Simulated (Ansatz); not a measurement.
# MnS: what changed settings do

All trials start from this Ansatz input:

```yaml
crystal:
  lattice:
    - [0.0, 2.8, 2.8]
    - [2.8, 0.0, 2.8]
    - [2.8, 2.8, 0.0]
  atoms:
    - { symbol: Mn, position: [0.0, 0.0, 0.0], spin: 4.0 }
    - { symbol: S, position: [0.75, 0.75, 0.75] }
basis:
  ecutwfc: 420
kpoints:
  mp_grid: { grid: [4, 4, 4] }
hamiltonian:
  xc: pbe
scf:
  occupations: { method: gaussian, width: 0.1 }
  lower_state_search: "off"
output:
  forces: true
  stress: true
  eigenvalues: true
  populations: true
magnetization:
  spin_polarized: true
```

Command:

```bash
ansatz run input.yaml --threads 1 --pin off --max-ram 1331MiB --backend cpu --events-out ev --progress --plain --runs-dir out
```

The run converges in 11 SCF iterations on 8 irreducible k-points: pressure 0.96 GPa, no gap, cell moment 4.91 μB.

The inputs are trials, many of them unsound on purpose. Their numbers show the effect of the settings and aren't properties of the material. Each trial's input is given as a difference from the reference's; energies are extrapolated to zero smearing where there is one, and pressure is positive in compression. Charged cells sit in a uniform background, and their pressures hang on that convention.

Trial 1 (origin moved):

```diff
 crystal:
   atoms:
-    - { symbol: Mn, position: [0.0, 0.0, 0.0], spin: 4.0 }
-    - { symbol: S, position: [0.75, 0.75, 0.75] }
+    - { symbol: Mn, position: [0.522, 0.089, 0.955], spin: 4.57 }
+    - { symbol: S, position: [1.272, 0.839, 1.705], spin: 0.14 }
 hamiltonian:
+  hubbard: { sites: [{ species: Mn, l: d, u: 3.4, j: 0.51 }] }
 scf:
-  occupations: { method: gaussian, width: 0.1 }
+  occupations: { method: cold }
```

The run converges in 12 SCF iterations on 8 irreducible k-points: pressure 4.46 GPa, gap on the sampled k-points 0.97 eV (the reference is a metal, so it comes from the sampling or the changed settings), cell moment 5.00 μB. It warns that the state wasn't tested for a lower one. Under a U the state reached may not be the lowest.

Trial 2:

```diff
 crystal:
   atoms:
-    - { symbol: Mn, position: [0.0, 0.0, 0.0], spin: 4.0 }
-    - { symbol: S, position: [0.75, 0.75, 0.75] }
+    - { symbol: Mn, position: [0.0, 0.0, 0.0], spin: 4.57 }
+    - { symbol: S, position: [0.75, 0.75, 0.75], spin: 0.14 }
 basis:
+  precision: f64
 kpoints:
-  mp_grid: { grid: [4, 4, 4] }
+  mp_grid: { grid: [1, 1, 1], shift: [0, 0, 0.5] }
 scf:
-  occupations: { method: gaussian, width: 0.1 }
+  occupations: { method: cold, width: "0.01 Ry" }
+  max_iter: 60
```

The run converges in 13 SCF iterations on 1 irreducible k-point: energy 161 meV per atom above the reference, pressure 2.03 GPa, largest force 0.363 eV/Å, gap on the sampled k-points 1.65 eV (the reference is a metal, so it comes from the sampling or the changed settings), cell moment 5.00 μB. It warns that the state wasn't tested for a lower one.

Trial 3:

```diff
 crystal:
   atoms:
-    - { symbol: Mn, position: [0.0, 0.0, 0.0], spin: 4.0 }
-    - { symbol: S, position: [0.75, 0.75, 0.75] }
+    - { symbol: Mn, position: [0.0, 0.0, 0.0], spin: 4.57 }
+    - { symbol: S, position: [0.75, 0.75, 0.75], spin: 0.14 }
 basis:
-  ecutwfc: 420
+  ecutwfc: 30
+  xc_grid: 4
 scf:
+  max_iter: 96
```

The run converges in 17 SCF iterations on 8 irreducible k-points: energy 706 eV per atom above the reference, pressure -1698 GPa (unreliable at so low a cutoff), no gap, cell moment 0.00 μB. It warns that the cutoff lies under the recommended one, 420 eV for these potentials; that the starting moments were lost.

Trial 4:

```diff
 crystal:
   atoms:
-    - { symbol: Mn, position: [0.0, 0.0, 0.0], spin: 4.0 }
-    - { symbol: S, position: [0.75, 0.75, 0.75] }
+    - { symbol: Mn, position: [0.0, 0.0, 0.0], spin: 4.57 }
+    - { symbol: S, position: [0.75, 0.75, 0.75], spin: 0.14 }
 basis:
-  ecutwfc: 420
+  ecutwfc: 370
 kpoints:
-  mp_grid: { grid: [4, 4, 4] }
+  mp_grid: { grid: [4, 3, 2], shift: [0.5, 0.5, 0] }
 scf:
+  convergence: { dr2_threshold: "1e-4 eV" }
```

The run converges in 11 SCF iterations on 12 irreducible k-points: energy 31.5 meV per atom above the reference, pressure 1.46 GPa, largest force 0.037 eV/Å, cell moment 4.94 μB. It warns that the cutoff lies under the recommended one, 420 eV for these potentials; that the SCF threshold is loose for the forces; that the SCF threshold is loose for the stress; that the mesh lowers the symmetry.

Trial 5:

```diff
 crystal:
   atoms:
-    - { symbol: Mn, position: [0.0, 0.0, 0.0], spin: 4.0 }
+    - { symbol: Mn, position: [0.0, 0.0, 0.0] }
+total_charge: -0.1
 hamiltonian:
-  xc: pbe
+  xc: pbesol
 scf:
-  occupations: { method: gaussian, width: 0.1 }
-  lower_state_search: "off"
+  occupations: { method: fermi_dirac }
 output:
-  populations: true
-magnetization:
-  spin_polarized: true
```

The run converges in 7 SCF iterations on 8 irreducible k-points: pressure -24.67 GPa (with the neutralising background of the charged cell), no gap.